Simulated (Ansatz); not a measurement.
## NaF: frozen-core PAW against all-electron methods

```xyz
4
Lattice="3.9415 0.0000 0.0000 -1.9708 3.4134 0.0000 0.0000 0.0000 4.6559" Properties=species:S:1:pos:R:3 pbc="T T T"
Na    0.0000    2.2756   -0.2887
Na    1.9708    1.1378    2.0393
F     0.0000    2.2756    2.0393
F     1.9708    1.1378    4.3672
```

Atoms are numbered in the order listed.

The cell was built from the wurtzite type and relaxed in the same program, and has space group P6_3/mmc; it needn't be a known or the stable phase. The relaxation left the symmetry of that type.

Levels of theory: DFT, PBE, PAW with Ansatz's default frozen-core files, scalar-relativistic (Ansatz 0.2.0); DFT, PBE, all-electron PAW with datasets made for the crystal, scalar-relativistic (Ansatz 0.2.0); DFT, PBE, all-electron LAPW, scalar-relativistic (Ansatz 0.2.0).

For PAW: a Γ-centred 11×11×6 k mesh, Fermi–Dirac smearing of 0.03 eV, cutoff 420 eV, no spin polarisation. The crystal-made all-electron datasets (AE datasets) take a cutoff of 280 eV at this cell. LAPW targets a basis error of 0.5 meV/atom. The Ansatz runs share mesh, smearing and spin set-up. Plane-wave (PAW) pressures include the program's estimate of the Pulay term.

Stress and pressure are positive in compression.

Levels count from the top of the valence band.

| quantity | PAW | AE datasets | LAPW |
| --- | --- | --- | --- |
| pressure (GPa) | 0.02 | 0.05 | 0.04 |
| band gap (eV) | 5.498 | 5.494 | 5.494 |
| highest filled level at A (eV) | -0.412 | -0.411 | -0.411 |
| lowest empty level at A (eV) | 7.713 | 7.710 | 7.710 |
| highest filled level at Γ (eV) | 0.000 | 0.000 | 0.000 |
| lowest empty level at Γ (eV) | 5.498 | 5.494 | 5.494 |
| field gradient Vzz at Na1 (10²¹ V/m²) | -0.25 | -0.25 | – |
| field gradient Vzz at F3 (10²¹ V/m²) | -0.05 | -0.06 | – |

PAW's pressure differs from the LAPW value by -0.02 GPa.
